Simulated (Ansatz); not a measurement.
# ZnS: a short molecular-dynamics run

What does ZnS do over 20 steps of 2 fs under a Langevin thermostat and barostat at 2000 K and 1 GPa? The cell is a randomly packed cell of 4 atoms, taken as it stands, without a relaxation.

All numbers below are computed with Ansatz 0.2.0 (DFT PBEsol, plane waves, PAW, scalar-relativistic, no spin polarisation).

### 1 The structure to begin with

The cell holds 4 atoms (S2Zn2): a = 5.103 Å, b = 4.111 Å, c = 3.896 Å, α = 95.53°, β = 88.85°, γ = 82.19°.

Structure file:

```
CELL_PARAMETERS angstrom
5.07732 -0.50731 -0.07852
0.95676 3.99087 -0.23927
0.12045 -0.18270 3.88951
ATOMIC_POSITIONS crystal
Zn 0.35793 0.70848 0.91739
Zn 0.82542 0.02400 0.87009
S 0.94893 0.45483 0.41120
S 0.45336 0.20615 0.39804
```

### 2 The run

File input.yaml:

```yaml
crystal:
  lattice:
    - [5.077317, -0.507311, -0.078516]
    - [0.956755, 3.99087, -0.239266]
    - [0.120449, -0.182698, 3.889515]
  atoms:
    - { symbol: Zn, position: [0.357927, 0.708478, 0.917395] }
    - { symbol: Zn, position: [0.825415, 0.023996, 0.870092] }
    - { symbol: S, position: [0.948927, 0.45483, 0.411196] }
    - { symbol: S, position: [0.453361, 0.206147, 0.398039] }
kpoints:
  mp_grid: { grid: [3, 4, 4] }
magnetization:
  spin_polarized: false
scf:
  occupations: { method: cold, width: 0.15 }
hamiltonian:
  pseudopotentials: { kind: paw }
  xc: pbesol
basis:
  ecutwfc: 420
md:
  timestep: 2.0
  n_steps: 20
  ensemble: npt_langevin
  temperature: 2000.0
  initial_velocities: maxwell_boltzmann
  seed: 933582
  pressure: 1.0
```

On the command line:

```console
$ ansatz run input.yaml --threads 2 --pin off --max-ram 2560MiB --backend cpu --events-out ev --progress --plain --runs-dir out
```

What does the calculation give? Wanted: temperature, first and last step; temperature, second half; potential energy, second half; largest change of the conserved energy; volume, first and last step; mean square displacement, second half.

**Answer**, as computed:

```
                              quantity                             value
                                length                  20 steps of 2 fs
      temperature, first and last step                   1500 and 1799 K
              temperature, second half  mean 2416 K, from 1799 to 2756 K
         potential energy, second half       -82 meV/atom from the start
largest change of the conserved energy                     0.47 meV/atom
           volume, first and last step           20.14 and 19.57 Å³/atom
 mean square displacement, second half              S 0.213, Zn 0.027 Å²
```

Against a set 2000 K the second half averages 2416 K with a spread of 271 K (in equilibrium 4 atoms would scatter by about 816 K, over a far longer run). The conserved energy strays from its start by at most 0.47 meV/atom, 0.2 % of the mean kinetic energy, which is good for a step of 2 fs. Over the second half S atoms stand 0.5 Å (root mean square) from where they began, and the farthest move is 0.6 Å. The volume changes by -2.8 % from first to last step, and is still moving at the end, so it is no equilibrium value. Averages from a run of 40 fs with 4 atoms are rough.
